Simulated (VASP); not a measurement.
# Te (C2/m) in VASP: further runs

The runs below take Te through single point, with PBE.

All numbers are computed with VASP 6.6.1; they aren't measurements. Logs are shortened: lines on timing, memory, paths and dates and some standing lists are left out, and cuts for length are marked.

## 1. The crystal as given

It takes space group C2/m (No. 12, monoclinic). The conventional cell has a = 7.641 Å, b = 4.296 Å, c = 5.977 Å, α = 90.00°, β = 90.90°, γ = 90.00°. Te (site symmetry 2/m) is surrounded by 6 Te at 3.09 to 3.31 Å. Te (site symmetry m) has 6 Te at 3.03 to 3.47 Å as nearest neighbours.

This isn't the form of Te at room conditions, which is trigonal, of chains.

## 2. Single point, PBE

Contents of INCAR:

```
ADDGRID = F
ALGO = Normal
EDIFF = 1E-6
ENCUT = 340
GGA = PE
ISIF = 2
ISMEAR = 0
LASPH = T
LCHARG = F
LREAL = F
LWAVE = F
NBANDS = 16
NELM = 100
PREC = Accurate
SIGMA = 0.05
```

Contents of KPOINTS:

```
k-points
0
Gamma
  4 4 3
```

Contents of POSCAR:

```
Te
1.0
    3.8202894285     -2.1482026000      0.0000000000
    3.8202894285      2.1482026000      0.0000000000
   -0.0942908673      0.0000000000      5.9760906531
Te
3
Direct
    0.0053760000      0.0030970000      0.0153300000
    0.3128830000      0.3144850000      0.3485460000
    0.7243610000      0.6723340000      0.6509690000
```

Potentials or basis: VASP PAW PBE potentials, release 64 (Te).

The run is started by

```bash
$ cat potpaw_PBE.64/Te/POTCAR > POTCAR
$ mpirun -np 1 vasp_std > vasp.out
```

OUTCAR:

```text
EDIFF = 1E-6
   ENCUT = 340
   GGA = PE
   ISIF = 2
   ISMEAR = 0
   LASPH = T
   LREAL = F
   NELM = 100
   PREC = Accurate

 Found     26 irreducible k-points:

 Following reciprocal coordinates:
            Coordinates               Weight
  0.000000  0.000000  0.000000      1.000000
  0.250000 -0.000000  0.000000      2.000000
  0.000000 -0.250000 -0.000000      2.000000
  0.500000 -0.000000  0.000000      1.000000
 -0.000000  0.500000  0.000000      1.000000
  0.250000  0.250000  0.000000      2.000000
   k-points           NKPTS =     26   k-points in BZ     NKDIM =     26   number of bands    NBANDS=     16
   number of dos      NEDOS =    301   number of ions     NIONS =      3
   total plane-waves  NPLWV =  28224
   dimension x,y,z NGX =    28 NGY =   28 NGZ =   36
   dimension x,y,z NGXF=    56 NGYF=   56 NGZF=   72
   ions per type =               3
   NGX,Y,Z   is equivalent  to a cutoff of  10.62, 10.62, 10.01 a.u.
   NGXF,Y,Z  is equivalent  to a cutoff of  21.24, 21.24, 20.03 a.u.
 SYSTEM =  unknown system
   PREC   = accura    normal or accurate (medium, high low for compatibility)
   ISTART =      0    job   : 0-new  1-cont  2-samecut
   ICHARG =      2    charge: 1-file 2-atom 10-const
   ISPIN  =      1    spin polarized calculation?
   LNONCOLLINEAR =      F non collinear calculations
   LSORBIT =      F    spin-orbit coupling
   LASPH  =      T    aspherical Exc in radial PAW
   ENCUT  =  340.0 eV  24.99 Ry    5.00 a.u.   6.59  6.59  8.99*2*pi/ulx,y,z
   NELM   =    100;   NELMIN=  2; NELMDL= -5     # of ELM steps
   EDIFF  = 0.1E-05   stopping-criterion for ELM
   LREAL  =      F    real-space projection
   EDIFFG = 0.1E-04   stopping-criterion for IOM
   NSW    =      0    number of steps for IOM
   IBRION =     -1    ionic relax: 0-MD 1-quasi-New 2-CG
   NFREE  =      0    steps in history (QN), initial steepest desc. (CG)
   ISIF   =      2    stress and relaxation
   ISYM   =      2    0-nonsym 1-usesym 2-fastsym
   POTIM  = 0.5000    time-step for ionic-motion
   TEBEG  =    0.0;   TEEND  =   0.0 temperature during run
   PSTRESS=    0.0 pullay stress
   NELECT =      18.0000    total number of electrons
   NUPDOWN=      -1.0000    fix difference up-down
   EMIN   =  10.00;   EMAX   =-10.00  energy-range for DOS
   EFERMI =   0.00;   METHOD = LEGACY
   ISMEAR =     0;   SIGMA  =   0.05  broadening in eV -4-tet -1-fermi 0-gaus
   EFERMI_NEDOS =   21; number of points for ismear=-14 and -15
   IALGO  =     38    algorithm
   IMIX   =      4    mixing-type and parameters
     AMIX     =   0.40;   BMIX     =  1.00
     AMIX_MAG =   1.60;   BMIX_MAG =  1.00
  volume/ion in A,a.u.               =      32.70       220.64
  Fermi-wavevector in a.u.,A,eV,Ry     =   0.930307  1.758025 11.775440  0.865470
  Thomas-Fermi vector in A             =   2.056681
   LORBIT       =      0    0 simple, 1 ext, 2 COOP (PROOUT), +10 PAW based schemes
   GGA     = PE    functional components
   LHFCALC =     F    Hartree Fock is set to
   AEXX    =    0.0000 exact exchange contribution
   IVDW    =     0    specifies the selected vdW correction
   LEPSILON=     F    determine dielectric tensor
   LRPA    =     F    only Hartree local field effects (RPA)
 non-spin polarized calculation
 Gauss-broadening in eV      SIGMA  =   0.05
  energy-cutoff  :      340.00
  volume of cell :       98.09
 maximum number of plane-waves:      1410
 NGX is ok and might be reduce to    28
   NGX = 13   NGY = 13   NGZ = 17

 number of electron      17.9999995 magnetization

 Free energy of the ion-electron system (eV)
  ---------------------------------------------------
  ext. energy  EPLUGINS =         0.00000000
  ---------------------------------------------------
  free energy    TOTEN  =        -9.22550430 eV

  energy without entropy =       -9.22540268  energy(sigma->0) =       -9.22545349

 E-fermi :   6.5042     XC(G=0):  -9.2713

 val. band max:        6.4081086030   @ k =  -0.2500   0.5000  -0.3333
 cond. band min:       6.5933193151   @ k =   0.0000   0.0000   0.3333
 fundamental gap:      0.1852107120
 Fermi energy:         6.5041798447

 k-point     1 :       0.0000    0.0000    0.0000
  band No.  band energies     occupation
      1      -7.3562      2.00000
      2      -4.1605      2.00000
      3      -3.6958      2.00000
      4       3.3491      2.00000
      5       3.7045      2.00000
      6       4.2978      2.00000
      7       4.3421      2.00000
      8       4.8414      2.00000
      9       5.2677      2.00000
     10       7.2929      0.00000
     11       7.5007      0.00000
     12       7.9640      0.00000
     13      11.0651      0.00000
     14      11.8145      0.00000
     15      12.4905      0.00000
     16      12.6674      0.00000

 k-point     2 :       0.2500   -0.0000    0.0000
  band No.  band energies     occupation
      1      -6.8387      2.00000
      2      -4.1032      2.00000
      3      -3.8795      2.00000
      4       1.4980      2.00000
      5       2.5840      2.00000
      6       2.9361      2.00000
      7       4.9826      2.00000
      8       5.6501      2.00000
      9       5.8295      2.00000
     10       6.8697      0.00000
     11       7.1973      0.00000
     12       8.1919      0.00000
     13       9.7940      0.00000
     14      11.6978      0.00000
     15      12.6317      0.00000
     16      13.9571      0.00000

 k-point     3 :       0.0000   -0.2500   -0.0000
  band No.  band energies     occupation
      1      -6.8428      2.00000
      2      -4.2081      2.00000
      3      -3.7559      2.00000
      4       1.6128      2.00000
      5       2.4318      2.00000
      6       2.9610      2.00000
      7       4.9432      2.00000
      8       5.5490      2.00000
      9       5.7236      2.00000
     10       6.9694      0.00000
     11       7.4673      0.00000
     12       7.9882      0.00000
     13       9.9476      0.00000
     14      11.8217      0.00000
     15      12.6963      0.00000
     16      13.6624      0.00000

 k-point     4 :       0.5000   -0.0000    0.0000
  band No.  band energies     occupation
      1      -5.6818      2.00000
      2      -5.1644      2.00000
      3      -3.7449      2.00000
      4       1.5905      2.00000
      5       1.7512      2.00000
      6       2.3676      2.00000
      7       2.8958      2.00000
      8       5.8128      2.00000
      9       5.9435      2.00000
     10       6.6791      0.00000
     11       6.8272      0.00000
     12       8.8429      0.00000
     13      10.2290      0.00000
     14      14.0638      0.00000
     15      15.0678      0.00000
     16      15.1861      0.00000

 k-point     5 :      -0.0000    0.5000    0.0000
  band No.  band energies     occupation
      1      -5.6792      2.00000
      2      -5.2397      2.00000
      3      -3.6277      2.00000
      4       1.5878      2.00000
      5       1.8026      2.00000
      6       2.3495      2.00000
      7       2.8023      2.00000
      8       5.5824      2.00000
      9       5.7495      2.00000
     10       6.7992      0.00000
     11       7.1346      0.00000
     12       9.0506      0.00000
     13      10.0506      0.00000
     14      14.4455      0.00000
     15      14.7538      0.00000
     16      15.2201      0.00000

 k-point     6 :       0.2500    0.2500    0.0000
  band No.  band energies     occupation
      1      -6.9175      2.00000
      2      -4.2163      2.00000
      3      -3.6715      2.00000
      4       1.7002      2.00000
      5       2.5357      2.00000
      6       2.7838      2.00000
      7       4.8054      2.00000
      8       5.7421      2.00000
      9       5.8950      2.00000
     10       6.9541      0.00000
     11       7.2638      0.00000
     12       8.0809      0.00000
     13       9.9989      0.00000
     14      11.9277      0.00000
     15      12.9493      0.00000
     16      14.0518      0.00000

 [... further k-points ...]

------------------------ aborting loop because EDIFF is reached ----------------------------------------

  FORCE on cell =-STRESS in cart. coord.  units (eV):
  Direction    XX          YY          ZZ          XY          YZ          ZX
  --------------------------------------------------------------------------------------
  -------------------------------------------------------------------------------------
  Total        0.5962592      1.0707532      0.8684869     -0.3268735      0.4207906     -0.4272310
  in kB        9.7392827     17.4896572     14.1858435     -5.3391431      6.8731826     -6.9783811
  external PRESSURE =      13.8049278 kB  Pullay stress =       0.0000000 kB

 VOLUME and BASIS-vectors are now :
 -----------------------------------------------------------------------------
  energy-cutoff  :      340.00
  volume of cell :       98.09
      direct lattice vectors                 reciprocal lattice vectors
     3.820289429 -2.148202600  0.000000000     0.130880136 -0.232752721  0.002065029
     3.820289429  2.148202600  0.000000000     0.130880136  0.232752721  0.002065029
    -0.094290867  0.000000000  5.976090653     0.000000000  0.000000000  0.167333472

 POSITION                                       TOTAL-FORCE (eV/Angst)
 -----------------------------------------------------------------------------------
      0.03092     -0.00490      0.09161         0.135186     -0.117595      0.018512
      2.36386      0.00344      2.08294         0.113123     -0.007561     -0.445301
      5.27440     -0.11176      3.89025        -0.248309      0.125156      0.426790
 -----------------------------------------------------------------------------------
    total drift:                                0.000136      0.000045      0.000007

  FREE ENERGIE OF THE ION-ELECTRON SYSTEM (eV)
  ---------------------------------------------------
  free  energy   TOTEN  =        -9.2255042952 eV

  energy  without entropy=       -9.2254026787  energy(sigma->0) =       -9.22545349
```

Wall time 16 s (1 thread of AMD EPYC 7R13 (Zen 3), shared host); peak memory 0.13 GiB.

These settings aren't checked as converged: the numbers below hold their error.

What came out:

| Property | Result |
| --- | --- |
| Free energy | -9.2255 eV |
| Pressure | 1.4 GPa |
| Largest force | 0.509 eV/Å |
| Band gap on the k mesh | 0.19 eV, indirect (least direct gap 0.38 eV) |

Caveat: spin-orbit coupling is left out, which moves the levels of the heavy elements; an odd mesh through Γ misses points on the zone boundary, where band edges often lie.

## 3. Single point, PBE

INCAR, as its differences from that of step 2:

```diff
@@ -3,3 +3,3 @@
 EDIFF = 1E-6
-ENCUT = 340
+ENCUT = 400
 GGA = PE
```

KPOINTS is that of step 2.

Contents of POSCAR:

```
Te
1.0
    3.8202894285     -2.1482026000      0.0000000000
    3.8202894285      2.1482026000      0.0000000000
   -0.0942908673      0.0000000000      5.9760906531
Te
3
Direct
    0.0000000000      0.0000000000      0.0000000000
    0.3094466100      0.3094466100      0.3388094900
    0.6905533900      0.6905533900      0.6611905100
```

Potentials or basis: VASP PAW PBE potentials, release 64 (Te).

The run is started by

```bash
$ cat potpaw_PBE.64/Te/POTCAR > POTCAR
$ mpirun -np 1 vasp_std > vasp.out
```

OUTCAR:

```text
EDIFF = 1E-6
   ENCUT = 400
   GGA = PE
   ISIF = 2
   ISMEAR = 0
   LASPH = T
   LREAL = F
   NELM = 100
   PREC = Accurate

 Found     17 irreducible k-points:

 Following reciprocal coordinates:
            Coordinates               Weight
  0.000000  0.000000  0.000000      1.000000
  0.250000 -0.000000  0.000000      4.000000
  0.500000 -0.000000  0.000000      2.000000
  0.250000  0.250000  0.000000      2.000000
  0.500000  0.250000  0.000000      4.000000
 -0.250000  0.250000  0.000000      2.000000
   k-points           NKPTS =     17   k-points in BZ     NKDIM =     17   number of bands    NBANDS=     16
   number of dos      NEDOS =    301   number of ions     NIONS =      3
   total plane-waves  NPLWV =  36000
   dimension x,y,z NGX =    30 NGY =   30 NGZ =   40
   dimension x,y,z NGXF=    60 NGYF=   60 NGZF=   80
   ions per type =               3
   NGX,Y,Z   is equivalent  to a cutoff of  11.38, 11.38, 11.13 a.u.
   NGXF,Y,Z  is equivalent  to a cutoff of  22.76, 22.76, 22.25 a.u.
 SYSTEM =  unknown system
   PREC   = accura    normal or accurate (medium, high low for compatibility)
   ISTART =      0    job   : 0-new  1-cont  2-samecut
   ICHARG =      2    charge: 1-file 2-atom 10-const
   ISPIN  =      1    spin polarized calculation?
   LNONCOLLINEAR =      F non collinear calculations
   LSORBIT =      F    spin-orbit coupling
   LASPH  =      T    aspherical Exc in radial PAW
   ENCUT  =  400.0 eV  29.40 Ry    5.42 a.u.   7.15  7.15  9.75*2*pi/ulx,y,z
   NELM   =    100;   NELMIN=  2; NELMDL= -5     # of ELM steps
   EDIFF  = 0.1E-05   stopping-criterion for ELM
   LREAL  =      F    real-space projection
   EDIFFG = 0.1E-04   stopping-criterion for IOM
   NSW    =      0    number of steps for IOM
   IBRION =     -1    ionic relax: 0-MD 1-quasi-New 2-CG
   NFREE  =      0    steps in history (QN), initial steepest desc. (CG)
   ISIF   =      2    stress and relaxation
   ISYM   =      2    0-nonsym 1-usesym 2-fastsym
   POTIM  = 0.5000    time-step for ionic-motion
   TEBEG  =    0.0;   TEEND  =   0.0 temperature during run
   PSTRESS=    0.0 pullay stress
   NELECT =      18.0000    total number of electrons
   NUPDOWN=      -1.0000    fix difference up-down
   EMIN   =  10.00;   EMAX   =-10.00  energy-range for DOS
   EFERMI =   0.00;   METHOD = LEGACY
   ISMEAR =     0;   SIGMA  =   0.05  broadening in eV -4-tet -1-fermi 0-gaus
   EFERMI_NEDOS =   21; number of points for ismear=-14 and -15
   IALGO  =     38    algorithm
   IMIX   =      4    mixing-type and parameters
     AMIX     =   0.40;   BMIX     =  1.00
     AMIX_MAG =   1.60;   BMIX_MAG =  1.00
  volume/ion in A,a.u.               =      32.70       220.64
  Fermi-wavevector in a.u.,A,eV,Ry     =   0.930307  1.758025 11.775440  0.865470
  Thomas-Fermi vector in A             =   2.056681
   LORBIT       =      0    0 simple, 1 ext, 2 COOP (PROOUT), +10 PAW based schemes
   GGA     = PE    functional components
   LHFCALC =     F    Hartree Fock is set to
   AEXX    =    0.0000 exact exchange contribution
   IVDW    =     0    specifies the selected vdW correction
   LEPSILON=     F    determine dielectric tensor
   LRPA    =     F    only Hartree local field effects (RPA)
 non-spin polarized calculation
 Gauss-broadening in eV      SIGMA  =   0.05
  energy-cutoff  :      400.00
  volume of cell :       98.09
 maximum number of plane-waves:      1794
 NGX is ok and might be reduce to    30
   NGX = 15   NGY = 15   NGZ = 19

 number of electron      18.0000002 magnetization

 Free energy of the ion-electron system (eV)
  ---------------------------------------------------
  ext. energy  EPLUGINS =         0.00000000
  ---------------------------------------------------
  free energy    TOTEN  =        -9.24951836 eV

  energy without entropy =       -9.24823685  energy(sigma->0) =       -9.24887761

 E-fermi :   6.4890     XC(G=0):  -9.2790

 val. band max:        6.4366886877   @ k =   0.5000   0.2500   0.3333
 cond. band min:       6.5098208333   @ k =   0.5000   0.5000   0.0000
 fundamental gap:      0.0731321456
 Fermi energy:         6.4890049055

 k-point     1 :       0.0000    0.0000    0.0000
  band No.  band energies     occupation
      1      -7.2246      2.00000
      2      -4.0300      2.00000
      3      -3.8918      2.00000
      4       3.7205      2.00000
      5       3.7454      2.00000
      6       4.2227      2.00000
[... 8 lines left out ...]
     15      12.5381      0.00000
     16      12.5612      0.00000
[... 77 lines left out ...]
 k-point     6 :      -0.2500    0.2500    0.0000
  band No.  band energies     occupation
      1      -5.7506      2.00000
      2      -4.6876      2.00000
      3      -4.0299      2.00000
      4       1.7295      2.00000
      5       1.8443      2.00000
      6       3.2038      2.00000
[... 8 lines left out ...]
     15      13.9663      0.00000
     16      14.8875      0.00000

 [... further k-points ...]

------------------------ aborting loop because EDIFF is reached ----------------------------------------

  FORCE on cell =-STRESS in cart. coord.  units (eV):
  Direction    XX          YY          ZZ          XY          YZ          ZX
  --------------------------------------------------------------------------------------
  -------------------------------------------------------------------------------------
  Total        0.5860087      0.5018269      0.3830238      0.0000000      0.0000000      0.0454288
  in kB        9.5718521      8.1968289      6.2563012      0.0000000      0.0000000      0.7420333
  external PRESSURE =       8.0083274 kB  Pullay stress =       0.0000000 kB

 VOLUME and BASIS-vectors are now :
 -----------------------------------------------------------------------------
  energy-cutoff  :      400.00
  volume of cell :       98.09
      direct lattice vectors                 reciprocal lattice vectors
     3.820289429 -2.148202600  0.000000000     0.130880136 -0.232752721  0.002065029
     3.820289429  2.148202600  0.000000000     0.130880136  0.232752721  0.002065029
    -0.094290867  0.000000000  5.976090653     0.000000000  0.000000000  0.167333472

 POSITION                                       TOTAL-FORCE (eV/Angst)
 -----------------------------------------------------------------------------------
      0.00000      0.00000      0.00000         0.000000      0.000000      0.000000
      2.33240      0.00000      2.02476         0.044719      0.000000      0.072627
      5.21388      0.00000      3.95133        -0.044719      0.000000     -0.072627
 -----------------------------------------------------------------------------------
    total drift:                               -0.000000     -0.000000     -0.000000

  FREE ENERGIE OF THE ION-ELECTRON SYSTEM (eV)
  ---------------------------------------------------
  free  energy   TOTEN  =        -9.2495183635 eV

  energy  without entropy=       -9.2482368540  energy(sigma->0) =       -9.24887761
```

stdout:

```text
POSCAR found type information on POSCAR Te
 POSCAR found :  1 types and       3 ions
 scaLAPACK will be used
 LDA part: xc-table for (Slater+PW92), standard interpolation
 POSCAR, INCAR and KPOINTS ok, starting setup
 FFT: planning ... GRIDC
 FFT: planning ... GRID_SOFT
 FFT: planning ... GRID
 WAVECAR not read
 entering main loop
```

It took 14 s on 1 thread of AMD EPYC 7R13 (Zen 3), shared host; peak memory 0.15 GiB.

These settings aren't checked as converged: the numbers below hold their error.

Results:

```yaml
Free_energy: -9.2495 eV
Pressure: 0.8 GPa
Largest_force: 0.085 eV/Å
Band_gap_on_the_k_mesh: 0.07 eV, indirect (least direct gap 0.17 eV)
```

Caveat: spin-orbit coupling is left out, which moves the levels of the heavy elements; an odd mesh through Γ misses points on the zone boundary, where band edges often lie.

## 4. Single point, PBE

INCAR is that of step 3.

KPOINTS is that of step 3.

Contents of POSCAR:

```
Te
1.0
    3.8202894285     -2.1482026000      0.0000000000
    3.8202894285      2.1482026000      0.0000000000
   -0.0942908673      0.0000000000      5.9760906531
Te
3
Direct
    0.0053760000      0.0030970000      0.0153300000
    0.3128830000      0.3144850000      0.3485460000
    0.7243610000      0.6723340000      0.6509690000
```

The run is started by

```bash
$ cat potpaw_PBE.64/Te/POTCAR > POTCAR
$ mpirun -np 1 vasp_std > vasp.out
```

It took 19 s on 1 thread of AMD EPYC 7R13 (Zen 3), shared host; peak memory 0.15 GiB.

The run converged, but some of its settings lie outside the range that counts as converged, so its numbers aren't taken as properties of the crystal.

Results:

```yaml
Free_energy: -9.2255 eV
Pressure: 1.4 GPa
Largest_force: 0.509 eV/Å
Band_gap_on_the_k_mesh: 0.19 eV, indirect (least direct gap 0.38 eV)
```

Caveat: spin-orbit coupling is left out, which moves the levels of the heavy elements; an odd mesh through Γ misses points on the zone boundary, where band edges often lie.

(Part 1 of 2 ends here.)
